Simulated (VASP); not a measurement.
# InSe (R3m) in VASP: a series of runs, part 2 of 2

VASP 6.6.1. The steps go on from the part before.

## Step 3: Optical spectrum, PBEsol+D3(BJ)

File INCAR:

```
SYSTEM = InSe
PREC = Accurate
ENCUT = 520
EDIFF = 1E-7
ISMEAR = 0
SIGMA = 0.02
LREAL = .False.
LASPH = .True.
NELM = 80
ALGO = Normal
ISIF = 2
LWAVE = .False.
LCHARG = .False.
GGA = PS
IVDW = 12
LOPTICS = .True.
NBANDS = 51
NEDOS = 2000
CSHIFT = 0.1
```

File KPOINTS:

```
regular mesh
0
Gamma
  15 15 15
  0 0 0
```

File POSCAR:

```
InSe                                    
1.0
    2.0000000000      1.1547005400      8.4400000000
   -2.0000000000      1.1547005400      8.4400000000
    0.0000000000     -2.3094010800      8.4400000000
  In              Se            
     2     2
Direct
     0.0008038200908641    0.0008038200908641    0.0008038200908641
     0.1105332268409801    0.1105332268409801    0.1105332268409801
     0.6167221722670941    0.6167221722670941    0.6167221722670941
     0.8279407808010661    0.8279407808010661    0.8279407808010661
```

Potentials or basis: VASP PAW PBE potentials, release 64 (In_d, Se).

Launch:

```
cat potpaw_PBE.64/In_d/POTCAR potpaw_PBE.64/Se/POTCAR > POTCAR
mpirun -np 1 vasp_std > vasp.out
```

OUTCAR:

```text
SYSTEM = InSe
   PREC = Accurate
   ENCUT = 520
   EDIFF = 1E-7
   ISMEAR = 0
   LREAL = .False.
   LASPH = .True.
   NELM = 80
   ISIF = 2
   GGA = PS
   IVDW = 12
 IVDW          = 12

 ion  position               nearest neighbor table
   1  0.001  0.001  0.001-   3 2.64   3 2.64   3 2.64   2 2.78
   2  0.111  0.111  0.111-   4 2.64   4 2.64   4 2.64   1 2.78
   3  0.617  0.617  0.617-   1 2.64   1 2.64   1 2.64
   4  0.828  0.828  0.828-   2 2.64   2 2.64   2 2.64

  LATTYP: Found a trigonal (rhomboedric) cell.
 ALAT       =     8.7502533299
 COS(alpha) =     0.8955162540

  Lattice vectors:

 A1 = (   2.0000000000,   1.1547005400,   8.4400000000)
[... 1058 lines left out ...]
     0.44566     0.05891     0.05891     1.57887     0.00000    -0.00000     0.00000
     0.89133     0.24664     0.24664     3.43734     0.00000    -0.00000     0.00000
     1.33699     0.50194     0.50194     2.77245     0.00000     0.00000     0.00000
     1.78266     1.18199     1.18199     2.43591     0.00000    -0.00000     0.00000
     2.22832     1.97864     1.97864     4.26439     0.00000     0.00000     0.00000
[... 92 lines left out ...]
    43.67516     0.00093     0.00093     0.00094    -0.00000     0.00000    -0.00000
    44.12083     0.00089     0.00089     0.00089    -0.00000     0.00000    -0.00000

  frequency dependent      REAL DIELECTRIC FUNCTION (independent particle, no local field effects) density-density
     E(ev)        X           Y           Z          XY          YZ          ZX
  --------------------------------------------------------------------------------------------------------------
     0.00000     8.95815     8.95815    11.48382     0.00000     0.00000     0.00000
     0.44566     9.08200     9.08200    12.14370     0.00000     0.00000     0.00000
     0.89133     9.49532     9.49532    10.43540     0.00000     0.00000     0.00000
     1.33699    10.17077    10.17077    11.28819     0.00000     0.00000     0.00000
     1.78266    11.05135    11.05135    11.32900     0.00000     0.00000    -0.00000
     2.22832    12.05666    12.05666    12.84951    -0.00000     0.00000     0.00000
[... 92 lines left out ...]
    43.67516     0.84016     0.84016     0.83970     0.00000    -0.00000    -0.00000
    44.12083     0.84422     0.84422     0.84378     0.00000    -0.00000    -0.00000

  frequency dependent IMAGINARY DIELECTRIC FUNCTION (independent particle, no local field effects) current-current
     E(ev)      X         Y         Z        XY        YZ        ZX
  --------------------------------------------------------------------------------------------------------------
     0.00000    71.38492    71.38492    93.75615     0.00000    -0.00000    -0.00000
     0.44566     3.68327     3.68327     6.51223     0.00000    -0.00000    -0.00000
     0.89133     2.15034     2.15034     5.50920     0.00000    -0.00000    -0.00000
     1.33699     1.87158     1.87158     4.29891     0.00000     0.00000    -0.00000
     1.78266     2.30675     2.30675     3.58827     0.00000     0.00000    -0.00000
     2.22832     2.96765     2.96765     5.31969     0.00000     0.00000    -0.00000
[... 92 lines left out ...]
    43.67516     0.00020     0.00020     0.00020     0.00000    -0.00000     0.00000
    44.12083     0.00018     0.00018     0.00019     0.00000    -0.00000     0.00000

  frequency dependent      REAL DIELECTRIC FUNCTION (independent particle, no local field effects) current-current
     E(ev)        X           Y           Z          XY          YZ          ZX
  --------------------------------------------------------------------------------------------------------------
     0.00000     8.92903     8.92903    11.25548     0.00000    -0.00000    -0.00000
     0.44566     9.05009     9.05009    11.39421     0.00000    -0.00000    -0.00000
     0.89133     9.43372     9.43372     9.67146     0.00000     0.00000    -0.00000
     1.33699    10.08992    10.08992    10.87256     0.00000     0.00000    -0.00000
     1.78266    10.91290    10.91290    11.05732     0.00000    -0.00000    -0.00000
     2.22832    11.87376    11.87376    12.46522    -0.00000    -0.00000    -0.00000
[... 92 lines left out ...]
    43.67516     0.84020     0.84020     0.83975    -0.00000     0.00000     0.00000
    44.12083     0.84426     0.84426     0.84382    -0.00000     0.00000     0.00000
```

OSZICAR:

```text
N       E                     dE             d eps       ncg     rms          rms(c)
DAV:   1     0.382917926129E+03    0.38292E+03   -0.14440E+04 37775   0.816E+02
DAV:   2     0.476301408118E+02   -0.33529E+03   -0.30205E+03 35664   0.272E+02
DAV:   3    -0.128961830546E+02   -0.60526E+02   -0.58696E+02 39662   0.981E+01
DAV:   4    -0.159618069676E+02   -0.30656E+01   -0.30553E+01 43290   0.236E+01
DAV:   5    -0.160626097880E+02   -0.10080E+00   -0.10077E+00 51938   0.427E+00    0.649E+00
DAV:   6    -0.156377986566E+02    0.42481E+00   -0.48441E-01 51691   0.824E+00    0.385E+00
DAV:   7    -0.156008425336E+02    0.36956E-01   -0.17036E-01 50341   0.206E+00    0.118E+00
DAV:   8    -0.155982436659E+02    0.25989E-02   -0.19771E-02 51742   0.777E-01    0.440E-01
DAV:   9    -0.155984150026E+02   -0.17134E-03   -0.25438E-03 44445   0.212E-01    0.116E-01
DAV:  10    -0.155984653418E+02   -0.50339E-04   -0.16716E-04 46397   0.554E-02    0.535E-02
DAV:  11    -0.155985092775E+02   -0.43936E-04   -0.43476E-05 43645   0.291E-02    0.179E-02
DAV:  12    -0.155985106230E+02   -0.13455E-05   -0.45043E-06 46604   0.134E-02    0.764E-03
DAV:  13    -0.155985128293E+02   -0.22064E-05   -0.19471E-06 39057   0.441E-03    0.249E-03
DAV:  14    -0.155985130882E+02   -0.25884E-06   -0.21892E-07 38904   0.287E-03    0.118E-03
DAV:  15    -0.155985130486E+02    0.39577E-07   -0.76276E-08 35368   0.134E-03
   1 F= -.16754438E+02 E0= -.16754438E+02  d E =-.263879E-11
 imaginary and real dielectric function
```

It took 1.9 h on 1 thread of Intel Xeon Platinum 8488C (Sapphire Rapids), shared host; peak memory 3.1 GiB.

What came out:

- Free energy: -16.7544 eV
- Pressure: -1.5 GPa
- Band gap on the k mesh: 0.47 eV, indirect (least direct gap 0.49 eV)
- Dispersion energy per atom: -0.289 eV

Forces on the atoms (eV/Å):
```
In   0.000  0.000  0.002
In   0.000  0.000 -0.001
Se   0.000  0.000 -0.001
Se   0.000  0.000  0.000
```

Dielectric function (mean over the directions given):
| energy (eV) | real part | imaginary part |
| --- | --- | --- |
| 0.27 | 9.94 | 0.15 |
| 0.71 | 10.27 | 0.74 |
| 1.25 | 10.40 | 0.94 |
| 1.78 | 11.14 | 1.60 |
| 2.23 | 12.32 | 2.74 |
| 2.76 | 13.79 | 7.52 |
| 3.30 | 10.96 | 13.21 |
| 3.74 | 5.87 | 13.60 |
| 4.28 | 1.31 | 12.28 |
| 4.81 | -0.54 | 8.30 |
| 5.26 | 0.04 | 7.82 |
| 5.79 | 0.13 | 7.77 |
| 6.33 | -2.93 | 8.02 |
| 6.77 | -3.43 | 4.82 |
| 7.31 | -2.76 | 3.37 |
| 7.84 | -1.72 | 2.77 |
| 8.29 | -1.42 | 2.56 |
| 8.82 | -1.52 | 2.30 |
| 9.36 | -1.46 | 1.96 |
| 9.80 | -1.29 | 1.75 |
| 10.34 | -1.14 | 1.40 |
| 10.87 | -0.95 | 1.10 |
| 11.32 | -0.80 | 0.92 |
| 11.85 | -0.59 | 0.80 |
| 12.39 | -0.45 | 0.68 |
| 12.84 | -0.33 | 0.60 |
| 13.37 | -0.20 | 0.54 |
| 13.90 | -0.07 | 0.52 |
| 14.35 | -0.01 | 0.50 |
| 14.89 | 0.05 | 0.47 |
| 15.42 | 0.15 | 0.39 |
| 15.87 | 0.24 | 0.41 |
| 16.40 | 0.26 | 0.48 |
| 16.94 | 0.21 | 0.38 |
| 17.38 | 0.33 | 0.32 |
| 17.92 | 0.44 | 0.41 |
| 18.45 | 0.43 | 0.47 |
| 18.90 | 0.26 | 0.51 |
| 19.43 | 0.29 | 0.27 |
| 19.97 | 0.41 | 0.27 |

Caveat: independent-particle spectra lack excitons; the PAW data sets were made with another functional, which shifts forces and pressure a little; spin-orbit coupling is left out, which moves the levels of the heavy elements; an odd mesh through Γ misses points on the zone boundary, where band edges often lie.

## Step 4: Against experiment

Step 2. Against the measured gap of InSe, 1.25 eV (300 K; “The Interaction of Hydrogen with the van der Waals Crystal γ-InSe”, 2020, pmc:7321205), the calculated 0.40 eV is off by -0.85 eV. Spin-orbit coupling on In, Se is left out. The value is that of PBEsol+D3(BJ), without temperature or zero-point motion. Semilocal functionals fall short of measured gaps as a rule.

Step 3. The gap isn't set beside the deposited one, since this odd mesh misses points on the zone boundary.
